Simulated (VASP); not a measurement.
Set up this calculation in VASP 6.6.1, as the native input.

- Task: relaxation of cell and atoms
- Functional: PBEsol
- Potentials or basis: VASP PAW PBE potentials, release 64 (Sn_d, Ge_d)
- Cutoff: 600 eV
- k mesh: 6 × 6 × 6
- Occupations: gaussian, width 0.03 eV
- Spin: no spin polarisation
- Further INCAR settings: ALGO = Normal; EDIFF = 1e-06; IBRION = 2; EDIFFG = -0.01; NSW = 90; ISIF = 3

The structure of Sn3Ge13 lies in POSCAR:

```
Sn3Ge13
1.0
    0.0000000000      5.8094823000     -5.8094823000
    5.8094823000      5.8094823000      0.0000000000
    5.8094823000      0.0000000000     -5.8094823000
Sn Ge
3 13
Direct
    0.5000000000      0.0000000000      0.5000000000
    0.5000000000      0.5000000000      0.5000000000
    0.8750000000      0.3750000000      0.3750000000
    0.0000000000      0.0000000000      0.5000000000
    0.0000000000      0.5000000000      0.5000000000
    0.5000000000      0.0000000000      0.0000000000
    0.5000000000      0.5000000000      0.0000000000
    0.0000000000      0.0000000000      0.0000000000
    0.0000000000      0.5000000000      0.0000000000
    0.3750000000      0.3750000000      0.3750000000
    0.3750000000      0.8750000000      0.3750000000
    0.8750000000      0.8750000000      0.3750000000
    0.3750000000      0.3750000000      0.8750000000
    0.3750000000      0.8750000000      0.8750000000
    0.8750000000      0.3750000000      0.8750000000
    0.8750000000      0.8750000000      0.8750000000
```

The cell was built by a generator and needn't be a form met in nature.

The input as run:

INCAR

```
  PREC = Accurate
  ENCUT = 600
  EDIFF = 1E-6
  ISMEAR = 0
  SIGMA = 0.03
  LREAL = False
  LASPH = True
  NELM = 80
  ALGO = Normal
  ISIF = 3
  LWAVE = False
  LCHARG = False
  GGA = PS
  IBRION = 2
  NSW = 90
  EDIFFG = -0.01
  KPAR = 8
```

KPOINTS

```
regular mesh
0
Gamma
  6 6 6
```

Potentials or basis: VASP PAW PBE potentials, release 64 (Sn_d, Ge_d).

Launch:

```console
$ cat potpaw_PBE.64/Sn_d/POTCAR potpaw_PBE.64/Ge_d/POTCAR > POTCAR
$ mpirun -np 8 vasp_std > vasp.out
```

It gave:

```
Relaxed volume                         : 25.03 Å³/atom
Relaxed cell                           : a = 8.272 Å, b = 8.269 Å, c = 8.280 Å, α = 60.05°, β = 59.95°, γ = 60.01°
Space group after relaxing (to 0.05 Å) : Cm (No. 8)
Energy gained by relaxing              : 42.3 meV/atom
Ionic steps                            : 11
Pressure after relaxing                : 0.0 GPa
Largest force after relaxing           : 0.005 eV/Å
Band gap on the k mesh                 : none (metal or under the smearing width)
```

Caveat: the PAW data sets were made with another functional, which shifts forces and pressure a little.

Wall time 80 min on 8 MPI ranks on Intel(R) Xeon(R) 6975P-C (Granite Rapids), on a shared host, peak memory 2.8 GiB a rank.
